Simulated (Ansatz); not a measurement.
**Ca: clamped-ion strain scan**

Computed with Ansatz 0.2.0, DFT PBE, scalar-relativistic, plane waves, PAW. Cutoff 420 eV, Γ-centred 16×16×16 k-points, Gaussian smearing of 0.15 eV. No spin polarisation. Energies are free energies at this smearing, counted from the undisturbed cell; pressure is positive in compression.

Zero of the scan (as given, not relaxed at this level; it stands at -0.2 GPa; this bcc form isn't the usual structure):

```xyz
1
Lattice="-2.2052 2.2052 2.1961 2.2052 -2.2052 2.1961 2.2052 2.2052 -2.1961" Properties=species:S:1:pos:R:3 pbc="T T T"
Ca    0.0000    0.0000    2.1961
```

The cell is strained by ε times the Voigt pattern (0, 0, 0, 0, 1, 0) (xx, yy, zz, yz, xz, xy; engineering shear) with fractional coordinates fixed. The cell is metallic on the mesh throughout.

```tsv
ε	ΔE (meV/atom)
-0.0400	2.9
-0.0200	0.7
0.0000	0.0
0.0100	0.2
0.0250	1.1
0.0300	1.6
0.0350	2.2
```

**Question.** Predict the stress summed along the pattern (GPa, tension positive) at each point.

**Answer.**
```csv
ε,"stress summed along the pattern (GPa, tension positive)"
-0.0400,-0.56
-0.0200,-0.27
0.0000,0.00
0.0100,0.13
0.0250,0.34
0.0300,0.41
0.0350,0.48
```